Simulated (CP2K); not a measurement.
# Au under changes of volume

One of the cells (16.855 Å³/atom); the others are scaled copies at fixed shape and fractional positions:

```
CELL_PARAMETERS angstrom
2.87792 0.00000 0.00000
1.43896 2.49236 0.00000
1.43896 0.83079 2.34982
ATOMIC_POSITIONS crystal
Au 0.00000 0.00000 0.00000
```

| Quantity | Value |
| --- | --- |
| Program | CP2K 2026.2 |
| Functional | PBEsol |
| Potentials or basis | POTENTIAL_UZH Au GTH-PBE-q11; TZVP-MOLOPT-PBE-GTH basis |
| Density cutoff | 6803 eV |
| k mesh | 11 × 11 × 11 |
| Occupations | fermi-dirac, width 0.0259 eV |
| Spin | no spin polarisation |

```csv
volume (Å³/atom),energy over the lowest point (meV/atom),pressure (GPa)
15.843,123.42,24.8
16.181,77.63,18.8
16.518,?,?
16.855,20.27,8.8
17.192,6.07,4.7
17.529,0.00,1.1
17.866,1.06,-2.1
```

Question: What does the run at 16.518 Å³/atom give?

Answer: Energy over the lowest point 43.71 meV/atom; pressure 13.5 GPa.

Worked out: A Birch-Murnaghan fit of order 3 (a polynomial in V^(-2/3)) to the other rows has its minimum at 17.64 Å³/atom with B0 = V·E''(V) = 171 GPa and B' = 5.5. It gives 43.74 meV/atom at 16.518 Å³/atom, against the run's 43.71, and -dE/dV = 13.5 GPa, against 13.5.

Energies are extrapolated to zero smearing.

Caveats: with these potentials and basis sets, volumes of gold and of layered tellurides can stand 1.5 % and more from those of plane-wave programs; the potentials were made for another functional, which shifts forces and pressure; the basis of atomic orbitals isn't converged, which shifts pressures, moduli and gaps.
